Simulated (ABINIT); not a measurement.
## GaP: single point with PBE

**The experiment to reproduce.**

From “Stacking defects in GaP nanowires: Electronic structure and optical properties”, 2018, arxiv:1810.01194, for a bulk crystal of GaP at 10 K: band gap 2.34 eV (indirect).

GaP:

```
Ga P
1.0
     0.00000    2.72525    2.72525
     2.72525    0.00000    2.72525
     2.72525    2.72525    0.00000
Ga P
1 1
Direct
  0.00000 0.00000 0.00000
  0.75000 0.75000 0.75000
```

- Program: ABINIT 10.8.3 (patched build)
- Task: single point
- Functional: PBE
- Potentials or basis: PseudoDojo NC SR PBE v0.4.1 standard
- Cutoff: 1088 eV
- k mesh: 6 × 6 × 6
- Occupations: fermi-dirac, width 0.05 eV
- Spin: no spin polarisation

| Property | Result |
| --- | --- |
| Pressure | 2.6 GPa |
| Band gap on the k mesh | 1.65 eV, indirect (least direct gap 1.82 eV) |
| Valence electrons inside the program's atomic spheres | Ga 10.82; P 2.81 |

Levels at points of the mesh, in eV from the valence-band top:
| k point | band 5 | band 6 | band 7 | band 8 | band 9 | band 10 | band 11 | band 12 | band 13 |
| --- | --- | --- | --- | --- | --- | --- | --- | --- | --- |
| (0.00, 0.00, 0.00) | -14.47 | -12.49 | 0.00 | 0.00 | 0.00 | 1.82 | 3.89 | 3.89 | 3.89 |
| (0.50, 0.00, 0.00) | -14.47 | -10.43 | -6.63 | -1.12 | -1.12 | 1.67 | 4.72 | 4.72 | 8.29 |
| (0.50, 0.50, 0.00) | -14.45 | -9.53 | -6.75 | -2.68 | -2.68 | 1.65 | 1.82 | 10.57 | 10.57 |

It took 8.7 s on 4 MPI ranks on Arm Neoverse V2 (shared host), peak memory 0.32 GiB a rank.

Against the measured gap of GaP, 2.34 eV (indirect; 10 K; quoted in “Stacking defects in GaP nanowires: Electronic structure and optical properties”, 2018, arxiv:1810.01194), the calculated 1.65 eV is off by -0.69 eV. Spin-orbit coupling on Ga is left out. The value is that of PBE on a finite k mesh, which can miss the band edges, without temperature or zero-point motion. Semilocal functionals fall short of measured gaps as a rule.
